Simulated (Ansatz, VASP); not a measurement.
# Cross-check of GaAs between VASP and Ansatz

Wanted: the spread between two codes on one cell, functional and k mesh.

Calculated with Ansatz 0.2.0; plane waves, with VASP 6.6.1 beside it; zone-centre phonons at LDA.

### Step 1. The structure

It takes space group I-4m2 (No. 119, tetragonal). Conventional cell: a = 3.848 Å, b = 3.848 Å, c = 5.752 Å, α = 90.00°, β = 90.00°, γ = 90.00°. Nearest to As lie 4 Ga at 2.40 Å. Nearest to Ga lie 4 As at 2.40 Å. Farther neighbours are not listed.

### Step 2. Ansatz: zone-centre phonons, LDA

Ansatz runs on its default PAW (the set named soft_2) files.

Second derivatives magnify differences that forces hide, and they need a tight electronic threshold.

The input, input.yaml:

```yaml
crystal:
  lattice:
    - [3.848196176, 0.0, 0.0]
    - [0.0, 3.848196176, 0.0]
    - [0.0, 0.0, 5.7521088621]
  atoms:
    - { symbol: As, position: [0.5, 0.0, 0.75] }
    - { symbol: As, position: [0.0, 0.5, 0.25] }
    - { symbol: Ga, position: [0.0, 0.0, 0.0] }
    - { symbol: Ga, position: [0.5, 0.5, 0.5] }
hamiltonian:
  xc: lda
  pseudopotentials: { kind: paw }
kpoints:
  mp_grid: { grid: [10, 10, 8] }
scf:
  occupations: { method: fixed }
phonons:
  method: dfpt
  qpoints: [[0, 0, 0]]
  dielectric: true
  rigid_motions: translations
```

On the command line:

```bash
ansatz run input.yaml --threads 4 --pin off --max-ram 9216MiB --backend cpu --events-out ev --progress --plain --runs-dir out
```

Numbers of over 12 decimals in the logs are rounded to 6 here.

Output:

```text
Engine: ansatz 0.2.0, aarch64-unknown-linux-gnu
Pseudopotentials: kind: paw
Pseudopotential: As, paw, valence charge 15, recommended cutoff 420 eV (normal), As.paw.azcp
Pseudopotential: Ga, paw, valence charge 13, recommended cutoff 420 eV (normal), Ga.paw.azcp
Functional definition: SPW92
  exchange = slater_x
  correlation = pw_c
Crystal: 4 atoms, lattice volume = 85.181 Å³
Basis set: ecut = 420 eV, 1691 PW (Γ), exchange–correlation on 60×60×80 points (8 copies of the dense FFT grid, shifted against one another)
Bands: 34, of which v1, the nominal top of the filled ones, is band 28 counted from 1 (27 counted from 0)
Symmetry: 16 space group operations
k-points: 252 of 800 (irreducible under 2 space group operations, time reversal used)
Non-local potential: As, projectors of the file, l = 0: 2, l = 1: 2, l = 2: 3, l = 3: 1
Non-local potential: Ga, projectors of the file, l = 0: 2, l = 1: 2, l = 2: 3, l = 3: 1
PAW form: soft (Blöchl's): semilocal exchange-correlation on the pseudo side does not see the compensation charge
PAW frozen core: As, regenerated for the run's functional, and the local potential with it (the file was generated under x = pbe(κ = 0.804, μ = 0.219515), c = pbe(β = 0.066725))
PAW frozen core: Ga, regenerated for the run's functional, and the local potential with it (the file was generated under x = pbe(κ = 0.804, μ = 0.219515), c = pbe(β = 0.066725))
PAW one-centre angular grid: As, 590 points (default); XC on 64 Gauss nodes
PAW one-centre angular grid: Ga, 590 points (default); XC on 64 Gauss nodes
Initial density: superposition of atomic densities (neutral atoms: chi_scale 0, normalization atom), corrected by the library's trained network
Initial wavefunctions: pseudopotential atomic-orbital guess
Functional: x = slater, c = lda
SCF iter   1: F=—  HF=-16962.541498 eV  |F-HF|=—  |Δ(HF+E_count)|=         —  Δρ=5.25e-3  dr2=1.32e-2  ethr=1.77e-3  ⟨swp⟩=4.8  Hψ=29593  notcnv=0  defer=877
preconditioner: auto → Resta (q_TF=auto, 2.544 Å⁻¹)  ε∞=3.6  [insulator: Δε(μ)=0.563 eV  Ē_g=14.907 eV  n_scr=20 (ndim 8)  ℏωp=24.1 eV  f_vac=0.073  ε∞_Penn≈3.6]
SCF iter   2: F=—  HF=-16962.535897 eV  |F-HF|=—  |Δ(HF+E_count)|=   5.60e-3  Δρ=2.79e-3  dr2=3.47e-3  ethr=2.36e-5  ⟨swp⟩=3.0  Hψ=18100  notcnv=0  defer=1008
SCF iter   3: F=—  HF=-16962.535393 eV  |F-HF|=—  |Δ(HF+E_count)|=   5.04e-4  Δρ=5.87e-4  dr2=2.05e-4  ethr=6.19e-6  ⟨swp⟩=2.0  Hψ=9381  notcnv=0  defer=1008
SCF iter   4: F=—  HF=-16962.535397 eV  |F-HF|=—  |Δ(HF+E_count)|=   3.69e-6  Δρ=1.21e-4  dr2=1.41e-5  ethr=3.66e-7  ⟨swp⟩=2.3  Hψ=14845  notcnv=0  defer=428
SCF iter   5: F=—  HF=-16962.535398 eV  |F-HF|=—  |Δ(HF+E_count)|=   1.18e-6  Δρ=3.18e-5  dr2=9.98e-7  ethr=2.52e-8  ⟨swp⟩=2.0  Hψ=15197  notcnv=0  defer=427
SCF iter   6: F=—  HF=-16962.535397 eV  |F-HF|=—  |Δ(HF+E_count)|=   1.47e-6  Δρ=1.94e-5  dr2=2.62e-7  ethr=1.78e-9  ⟨swp⟩=2.0  Hψ=15197  notcnv=0  defer=427
SCF iter   7: F=—  HF=-16962.535397 eV  |F-HF|=—  |Δ(HF+E_count)|=   9.61e-8  Δρ=4.88e-6  dr2=1.27e-8  ethr=4.68e-10  ⟨swp⟩=2.0  Hψ=15042  notcnv=0  defer=427
SCF iter   8: F=—  HF=-16962.535397 eV  |F-HF|=—  |Δ(HF+E_count)|=   1.28e-8  Δρ=1.27e-6  dr2=8.83e-10  ethr=2.28e-11  ⟨swp⟩=2.0  Hψ=14668  notcnv=0  defer=427
SCF iter   9: F=-16962.535397 eV  HF=-16962.535397 eV  |F-HF|=2.91e-11  |Δ(HF+E_count)|=  1.78e-10  Δρ=1.94e-7  dr2=3.35e-11  ethr=1.00e-12  ⟨swp⟩=11.4  Hψ=53038  notcnv=0
SCF 1 converged in 9 iterations: F = -16962.535397 eV  dr2 = 3.35e-11
  greatest PAW one-centre occupation: 0.999 electrons in one spin orbital (limit 2), on the As atom at site 1 (counted from 0), in its partial waves of l = 2
DFPT response loops at Γ: preconditioner auto → Resta (q_TF=auto, 2.544 Å⁻¹)  ε∞=10.1 (no band partly filled); β = 1.00, the filter's whole step (`scf.mixing.beta` (0.50) is not read by the response loops at its default; to damp them type it under 1.00, their step now; it binds the ground state too); Broyden in place of MSR1
── the response to a field inside a basis, on 16×16×12 k-points: an SCF that follows is theirs, and a resumed run solves both again ──
Bands: 29, of which v1, the nominal top of the filled ones, is band 28 counted from 1 (27 counted from 0)
k-points: 216
Initial density: handed on by an earlier stage of this run
Initial wavefunctions: pseudopotential atomic-orbital guess (no wavefunctions were taken with the density)
Eigensolver: Dense (216 Hₖ)
SCF iter   1: F=—  HF=-16962.519929 eV  |F-HF|=—  |Δ(HF+E_count)|=         —  Δρ=1.49e-4  dr2=1.00e-5  ethr=1.00e-1
preconditioner: auto → Resta (q_TF=auto, 2.544 Å⁻¹)  ε∞=4.5  [insulator: Δε(μ)=0.658 eV  Ē_g=12.933 eV  n_scr=20 (ndim 8)  ℏωp=24.1 eV  f_vac=0.054  ε∞_Penn≈4.5]
SCF iter   2: F=—  HF=-16962.519926 eV  |F-HF|=—  |Δ(HF+E_count)|=   3.13e-6  Δρ=1.12e-4  dr2=5.73e-6  ethr=1.79e-8
SCF iter   3: F=—  HF=-16962.519925 eV  |F-HF|=—  |Δ(HF+E_count)|=   9.05e-7  Δρ=1.95e-5  dr2=2.15e-7  ethr=1.02e-8
SCF iter   4: F=-16962.519924 eV  HF=-16962.519924 eV  |F-HF|=1.33e-8  |Δ(HF+E_count)|=   4.44e-7  Δρ=6.48e-6  dr2=3.27e-8  ethr=3.84e-10
SCF 1 converged in 4 iterations: F = -16962.519924 eV  dr2 = 3.27e-8
DFPT response loops at Γ: preconditioner auto → Resta (q_TF=auto, 2.544 Å⁻¹)  ε∞=9.5 (no band partly filled); β = 1.00, the filter's whole step (`scf.mixing.beta` (0.50) is not read by the response loops at its default; to damp them type it under 1.00, their step now; it binds the ground state too); Broyden in place of MSR1
WARN: field response: ε∞ stands inside a basis, on 16×16×12 points; the force constants stand on the 10×10×8 k-mesh, whose period is 7.77 times the interband length at k = (0.0000, 0.0000, 0.0000), direct gap 0.588 eV, under 14: take them and everything formed from them as unconverged, and compare with a denser kpoints.mp_grid
SCF converged after 9 iterations
Free energy (F): -16962.535397 eV
Harris-Foulkes:  -16962.535397 eV  (|F-HF|=2.91e-11)
Internal energy: -16962.535397 eV  (E = F + TS)
E sigma→0 (E₀):  -16962.535397 eV
Fermi energy:    8.815358 eV
--- Per-component energies (eV) ---
  E_band       = -608.264399
  E_kinetic    = 443.721471
  E_local      = -7675.675876  (includes V_loc(G=0)·N_el)
  E_nonlocal   = -477.195188
  E_hartree    = 3876.873503
  E_xc         = -297.665337
  E_vxc        = -279.124567  (∫ρ·V_xc dr)
  E_paw        = -7332.983337  (= ΣΔE_a)
  E_vpaw       = -373.736851  (= ΣTr[D̂ρ^β])
  E_aug_tail   = -0.000263  (compensation charges beyond the density's cutoff)
  E_ewald      = -5507.217791
  E_core_change = 7.607420  (= ΣΔE_core)
  E_smearing   = -0.000000  (= −TS)
  E_closure    = 0.000000  (closes the sum)
  Σ components = -16962.535397   (vs F -16962.535397, Δ=0.00e0)
--- Band table (eV; the first three rows and the last of 252) ---
  k-point 0: bands = [... 24 lower, 6.0704, 8.4516, 8.8154, 8.8154, 9.4031, 10.1966, 10.5867, 12.3679, ... 2 higher]
  k-point 1: bands = [... 24 lower, 6.1354, 7.6412, 8.6042, 8.6042, 10.1985, 10.2092, 10.7242, 12.3043, ... 2 higher]
  k-point 2: bands = [... 24 lower, 6.3282, 6.5049, 8.1221, 8.1221, 10.3013, 11.0724, 11.2220, 11.8439, ... 2 higher]
  k-point 251: bands = [... 24 lower, 4.8594, 4.8594, 5.0639, 5.0639, 13.0235, 13.0235, 13.0558, 13.0558, ... 2 higher]
--- Phonons (Γ-DFPT): 4 representative perturbations + reference, on 252 of 800 k-points (Σ response iterations 14) ---
  k mesh reduced under 2 symmetry operations, with k and −k counted as one. Each operation leaves every solved perturbation unchanged. A smaller set is not considered because the run solves the response to a homogeneous field
  ASR residual: 1.154e-4 → 0.000e0 eV/Å²; symmetrization residual: 2.118e-5 eV/Å²
  ASR residual per site (eV/Å²): 1.15e-4 1.15e-4 9.20e-6 9.20e-6
  Γ frequencies (cm⁻¹): 0.00 0.00 0.00 71.65 71.65 231.77 246.73 261.24 261.24 277.11 277.11 280.50
  ε∞ (high-frequency dielectric tensor):
       13.378901     0.000000     0.000000
        0.000000    13.378901    -0.000000
        0.000000    -0.000000    13.536403
  ε⁰ (static dielectric tensor: ions relaxed, cell fixed):
       14.920963     0.000000     0.000000
        0.000000    14.920963    -0.000000
        0.000000    -0.000000    15.494638
  ε⁰ − ε∞ (ionic part):
        1.542062    -0.000000    -0.000000
       -0.000000     1.542062    -0.000000
       -0.000000    -0.000000     1.958234
  softest optical mode at Γ: 71.65 cm⁻¹; the repairs (sum rule, projections) moved no ω² at Γ by more than (1.19 cm⁻¹)²
  Born effective charges Z* (e; rows j = field, columns β = displacement):
    site 0:
        -1.92394   -0.00000   -0.00000
         0.00000   -1.92394    0.00000
        -0.00000    0.00000   -2.19460
    site 1:
        -1.92394   -0.00000   -0.00000
         0.00000   -1.92394    0.00000
        -0.00000    0.00000   -2.19460
    site 2:
         1.92394    0.00000    0.00000
        -0.00000    1.92394   -0.00000
         0.00000   -0.00000    2.19460
    site 3:
         1.92394    0.00000    0.00000
        -0.00000    1.92394   -0.00000
         0.00000   -0.00000    2.19460
  Z* charge neutrality: 2.478e-3 e pre-enforcement
  solved inside a basis spanned on kpoints, on 16×16×12 k-points transformed towards the longest dipole: ε∞ is read to err by 4.6e-2, Z* by 1.7e-2 e (field_mesh: kpoints solves on kpoints); Z* is corrected for what the basis lacks
  optical modes at Γ without the LO–TO term, one row a degenerate level:
      ω (cm⁻¹)  modes    IR ((D/Å)²/amu)
         71.65      2             0.0000
        231.77      1             0.0000
        246.73      1             0.0000
[...]
optical modes at Γ + LO–TO along q̂ = [1.0000, 0.0000, 0.0000]:
      ω (cm⁻¹)  modes    IR ((D/Å)²/amu)
[...]
optical modes at Γ + LO–TO along q̂ = [0.0000, 1.0000, 0.0000]:
      ω (cm⁻¹)  modes    IR ((D/Å)²/amu)
[...]
280.50      1             6.1535
        292.65      1             4.7293
  optical modes at Γ + LO–TO along q̂ = [0.0000, 0.0000, 1.0000]:
      ω (cm⁻¹)  modes    IR ((D/Å)²/amu)
         71.65      2             0.0000
        231.77      1             0.0000
        246.73      1             0.0000
        261.24      2             0.0000
        277.11      2             9.4586
        300.11      1             6.1535
--- Phonons (arbitrary-q DFPT): 1 explicit q-point ---
  q = [0, 0, 0] (of the zone-centre solve; hermiticity 2.75e-6, symmetrization 1.48e-6): -0.00 0.00 0.00 71.65 71.65 231.77 246.73 261.24 261.24 277.11 277.11 280.50
  sum rule: each row above includes the acoustic sum rule's correction from the zone centre's row sums; it moved no ω² by more than (0.65 cm⁻¹)²
```

Elapsed: 7.1 min, on 4 threads of Arm Neoverse N1, shared host; peak memory 3 GiB.

In the SCF lines HF is the Harris–Foulkes energy and dr2 the Hartree energy of the density residual, in eV; the loop may stop once dr2 is under the threshold and the program's other checks hold. Hψ counts applications of the Hamiltonian.

(Part 1 of 3 ends here.)

[Lines on the potential files, build, host, timing and source positions are cut from VASP's logs without a mark.]

[Logs are printed without paths, hosts, clocks, repeated set-up lines and the standing remarks that a program may print on its own settings, such as how far it seeks lower states.]

[Hosts, paths, dates, database ids (printed as entryN), source tags and the programs' standing remarks are cut or masked in the printed files.]
